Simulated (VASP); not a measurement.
# MnS (Fm-3m) in VASP: notebook, part 2 of 2

VASP 6.6.1.

**4. Relaxation of cell and atoms, LDA, collinear spin, ferromagnetic start**

The input, INCAR:

```
SYSTEM = MnS
PREC = Accurate
ENCUT = 600
EDIFF = 1E-6
ISMEAR = -1
SIGMA = 0.05
LREAL = .False.
LASPH = .True.
NELM = 120
ALGO = Normal
ISIF = 3
LWAVE = .False.
LCHARG = .False.
ISPIN = 2
MAGMOM = 4 0
LORBIT = 11
LMAXMIX = 4
GGA = CA
IBRION = 2
NSW = 60
EDIFFG = -0.01
```

The input, KPOINTS:

```
Automatic mesh
0
Gamma
  8 8 8
  0 0 0
```

The input, POSCAR:

```
MnS
1.0
    0.0000000000      2.6045000000      2.6045000000
    2.6045000000      0.0000000000      2.6045000000
    2.6045000000      2.6045000000      0.0000000000
Mn S
1 1
Direct
    0.0000000000      0.0000000000      0.0000000000
    0.5000000000      0.5000000000      0.5000000000
```

Potentials or basis: VASP PAW LDA potentials, release 64 (Mn_pv, S).

Run with:

```console
$ cat potpaw_LDA.64/Mn_pv/POTCAR potpaw_LDA.64/S/POTCAR > POTCAR
$ mpirun -np 1 vasp_std > vasp.out
```

OUTCAR:

```text
SYSTEM = MnS
   PREC = Accurate
   ENCUT = 600
   EDIFF = 1E-6
   ISMEAR = -1
   LREAL = .False.
   LASPH = .True.
   NELM = 120
   ISIF = 3
   ISPIN = 2
   LORBIT = 11
   GGA = CA
   IBRION = 2
   NSW = 60
   EDIFFG = -0.01

 ion  position               nearest neighbor table
   1  0.000  0.000  0.000-   2 2.60   2 2.60   2 2.60   2 2.60   2 2.60   2 2.60
   2  0.500  0.500  0.500-   1 2.60   1 2.60   1 2.60   1 2.60   1 2.60   1 2.60

  LATTYP: Found a face centered cubic cell.
 ALAT       =     5.2090000000

  Lattice vectors:

 A1 = (   0.0000000000,   2.6045000000,   2.6045000000)
 A2 = (   2.6045000000,   0.0000000000,   2.6045000000)
 A3 = (   2.6045000000,   2.6045000000,   0.0000000000)

Analysis of symmetry for initial positions (statically):
=====================================================================
[... 1254 lines left out ...]
  free energy    TOTEN  =       -15.39116775 eV

  energy without entropy =      -15.37874877  energy(sigma->0) =      -15.38495826

 E-fermi :   9.7357     XC(G=0): -12.4224

 val. band max:        9.6211646413   @ k =   0.2500   0.2500   0.0000
 cond. band min:       9.7366916127   @ k =   0.5000   0.3750   0.1250
 fundamental gap:      0.1155269714
 Fermi energy:         9.7357492488

 spin component 1

 k-point     1 :       0.0000    0.0000    0.0000
  band No.  band energies     occupation
      1     -39.5112      1.00000
      2     -39.5112      1.00000
      3     -39.5112      1.00000
      4      -6.7344      1.00000
      5       6.7280      1.00000
      6       6.7280      1.00000
      7       6.7280      1.00000
      8       6.8800      1.00000
      9       6.8800      1.00000
     10       7.7761      1.00000
     11       7.7761      1.00000
     12       7.7761      1.00000
[... 882 lines left out ...]
  FREE ENERGIE OF THE ION-ELECTRON SYSTEM (eV)
  ---------------------------------------------------
  free  energy   TOTEN  =       -15.3911677472 eV

  energy  without entropy=      -15.3787487673  energy(sigma->0) =      -15.38495826

 reached required accuracy - stopping structural energy minimisation

 total charge

# of ion       s       p       d       tot
------------------------------------------
    1        0.280   6.257   5.196  11.734
    2        1.321   2.416   0.000   3.737
--------------------------------------------------
tot          1.602   8.672   5.196  15.471

 magnetization (x)

# of ion       s       p       d       tot
------------------------------------------
    1        0.048   0.030   2.879   2.958
    2        0.016   0.019   0.000   0.036
--------------------------------------------------
tot          0.064   0.050   2.879   2.994
```

CONTCAR:

```text
MnS
   1.00000000000000
    -0.0000000000000000    2.3701247743841294    2.3701247743841294
     2.3701247743841294   -0.0000000000000000    2.3701247743841294
     2.3701247743841294    2.3701247743841294    0.0000000000000000
  Mn              S
     1     1
Direct
     1.0000000000000000    0.0000000000000000    0.0000000000000000
     0.5000000000000000    0.5000000000000000    0.5000000000000000

  0.00000000E+00  0.00000000E+00  0.00000000E+00
  0.00000000E+00  0.00000000E+00  0.00000000E+00
```

Wall time 2.7 min (1 thread of Intel Xeon Platinum 8488C (Sapphire Rapids), shared host); peak memory 0.18 GiB.

Results:

```
Free energy                                           : -15.3912 eV
Relaxed volume                                        : 13.31 Å³/atom
Relaxed cell                                          : a = 3.352 Å, b = 3.352 Å, c = 3.352 Å, α = 60.00°, β = 60.00°, γ = 60.00°
Space group after relaxing (to 0.05 Å)                : Fm-3m (No. 225)
Energy gained by relaxing                             : 205.1 meV/atom
Ionic steps                                           : 6
Pressure after relaxing                               : 0.0 GPa
Band gap on the k mesh                                : none (metal or under the smearing width)
Net moment                                            : 3.16 μB per cell
Site moments                                          : Mn +2.96; S +0.04 μB
Valence electrons inside the program's atomic spheres : Mn 11.73; S 3.74
```

The path:
| step | energy change (eV) | largest force (eV/Å) | pressure (GPa) | volume (Å³) |
| --- | --- | --- | --- | --- |
| 1 | 0.0000 | 0.0000 | -12.06 | 35.33 |
| 2 | -0.3733 | 0.0000 | -4.37 | 28.96 |
| 3 | -0.4025 | 0.0000 | -2.48 | 27.62 |
| 4 | -0.3744 | 0.0000 | 8.38 | 25.06 |
| 5 | -0.4092 | 0.0000 | -0.96 | 26.97 |
| 6 | -0.4101 | 0.0000 | -0.01 | 26.63 |

Final structure:
```xyz
2
Lattice="0.0000 2.3701 2.3701 2.3701 0.0000 2.3701 2.3701 2.3701 0.0000" Properties=species:S:1:pos:R:3 pbc="T T T"
Mn    0.0000    2.3701    2.3701
S     2.3701    2.3701    2.3701
```

Caveat: the volume moved by over 15 % at a fixed basis, so the end points are rough; the volume moved by -25 % from the deposited cell, more than functionals usually miss; a cell with one magnetic atom can't hold antiferromagnetic order, which such compounds often take; semilocal functionals often make such compounds metallic where correlation or magnetic order opens a gap, which also shifts bond lengths.

**5. Relaxation of cell and atoms, PBE+D3(BJ), collinear spin, ferromagnetic start**

The input, INCAR:

```
SYSTEM = MnS
ALGO = Normal
EDIFF = 1E-6
EDIFFG = -0.01
ENCUT = 600
GGA = PE
IBRION = 2
ISIF = 3
ISMEAR = -1
ISPIN = 2
IVDW = 12
LASPH = .True.
LCHARG = .False.
LMAXMIX = 4
LORBIT = 11
LREAL = .False.
LWAVE = .False.
MAGMOM = 4 0
NELM = 150
NSW = 40
PREC = Accurate
SIGMA = 0.05
```

The input, KPOINTS:

```
k-points
0
Gamma
  8 8 8
  0 0 0
```

POSCAR is that of step 4.

Potentials or basis: VASP PAW PBE potentials, release 64 (Mn_pv, S).

Run with:

```console
$ cat potpaw_PBE.64/Mn_pv/POTCAR potpaw_PBE.64/S/POTCAR > POTCAR
$ mpirun -np 1 vasp_std > vasp.out
```

Run time: 3.8 min. Hardware: 1 thread of Intel Xeon Platinum 8259CL at 2.50GHz (Skylake/Cascade Lake), shared host; peak memory 0.22 GiB.

The run converged. Its results:

```yaml
Free_energy: -14.9819 eV
Relaxed_volume: 15.82 Å³/atom
Relaxed_cell: a = 3.551 Å, b = 3.551 Å, c = 3.551 Å, α = 60.00°, β = 60.00°, γ = 60.00°
Space_group_after_relaxing_to_0.05_Å: Fm-3m (No. 225)
Energy_gained_by_relaxing: 45.1 meV/atom
Ionic_steps: 8
Pressure_after_relaxing: 0.0 GPa
Band_gap_on_the_k_mesh: none (metal or under the smearing width)
Net_moment: 4.39 μB per cell
Site_moments: Mn +4.01; S +0.08 μB
Valence_electrons_inside_the_program's_atomic_spheres: Mn 11.42; S 3.75
Dispersion_energy_per_atom: -0.457 eV
```

Step by step:
```tsv
step	energy change (eV)	largest force (eV/Å)	pressure (GPa)	volume (Å³)
1	0.0000	0.0000	-6.98	35.33
2	-0.0889	0.0000	5.00	31.54
3	-0.0846	0.0000	-1.99	32.26
4	-0.0870	0.0000	-1.84	32.05
5	-0.0895	0.0000	-1.43	31.80
6	-0.0902	0.0000	-0.35	31.67
7	-0.0903	0.0000	-0.22	31.66
8	-0.0903	0.0000	-0.01	31.65
```

Final structure:
```xyz
2
Lattice="0.0000 2.5106 2.5106 2.5106 0.0000 2.5106 2.5106 2.5106 0.0000" Properties=species:S:1:pos:R:3 pbc="T T T"
Mn    0.0000    0.0000    0.0000
S     2.5106    2.5106    2.5106
```

Levels at points of the mesh, in eV from the Fermi level:
Spin up:
| k point | band 10 | band 11 | band 12 | band 13 | band 14 | band 15 |
| --- | --- | --- | --- | --- | --- | --- |
| (0.00, 0.00, 0.00) | -2.02 | -2.02 | -2.02 | 2.60 | 8.85 | 8.85 |
| (0.50, 0.00, 0.00) | -2.30 | 0.82 | 0.82 | 2.90 | 5.48 | 5.48 |
| (0.50, 0.50, 0.00) | -2.56 | -2.56 | -1.95 | 1.14 | 5.65 | 11.14 |
Spin down:
```tsv
k point	band 3	band 4	band 5	band 6	band 7	band 8	band 9	band 10	band 11	band 12
(0.00, 0.00, 0.00)	-46.29	-15.09	-1.81	-1.81	-1.81	-0.03	-0.03	-0.03	0.07	0.07
(0.50, 0.00, 0.00)	-46.29	-13.52	-7.14	-3.85	-3.85	1.15	1.15	1.39	3.35	3.47
(0.50, 0.50, 0.00)	-46.30	-13.35	-6.25	-3.55	-3.55	-1.36	0.58	1.43	1.43	1.61
```

Caveat: the volume moved by -10 % from the deposited cell, more than functionals usually miss; a cell with one magnetic atom can't hold antiferromagnetic order, which such compounds often take; semilocal functionals often make such compounds metallic where correlation or magnetic order opens a gap, which also shifts bond lengths; pairwise dispersion overbinds metals, which lowers pressure and volume.

**6. Overview**

```tsv
task	level	potentials or basis	cell	k mesh	cutoff (eV)	smearing	ladder	gap on the mesh (eV)	pressure (GPa)	moment (μB)	relaxed volume (Å³/atom)
single point	PBE	VASP PAW PBE potentials, release 64 (Mn, S)	as given	9 × 9 × 9	500	gaussian 0.05 eV	-	none	-3.0	4.72	-
single point	PBE	VASP PAW PBE potentials, release 64 (Mn_pv, S)	as given	9 × 9 × 9	520	fermi-dirac 0.05 eV	-	none	-2.9	4.71	-
relaxation of cell and atoms	LDA	VASP PAW LDA potentials, release 64 (Mn_pv, S)	relaxed	8 × 8 × 8	600	fermi-dirac 0.05 eV	gaps	none	0.0	3.16	13.31
relaxation of cell and atoms	PBE+D3(BJ)	VASP PAW PBE potentials, release 64 (Mn_pv, S)	relaxed	8 × 8 × 8	600	fermi-dirac 0.05 eV	gaps	none	0.0	4.39	15.82
```

Alike in all rows: spin collinear, ferromagnetic start.

Caveats: a cell with one magnetic atom can't hold antiferromagnetic order, which such compounds often take; semilocal functionals often make such compounds metallic where correlation or magnetic order opens a gap, which also shifts bond lengths; the volume moved by over 15 % at a fixed basis, so the end points are rough (some runs); the volume moved by -25 % from the deposited cell, more than functionals usually miss (some runs); the volume moved by -10 % from the deposited cell, more than functionals usually miss (some runs); pairwise dispersion overbinds metals, which lowers pressure and volume (some runs).

Absolute energies hang on the potentials; compare differences alone.
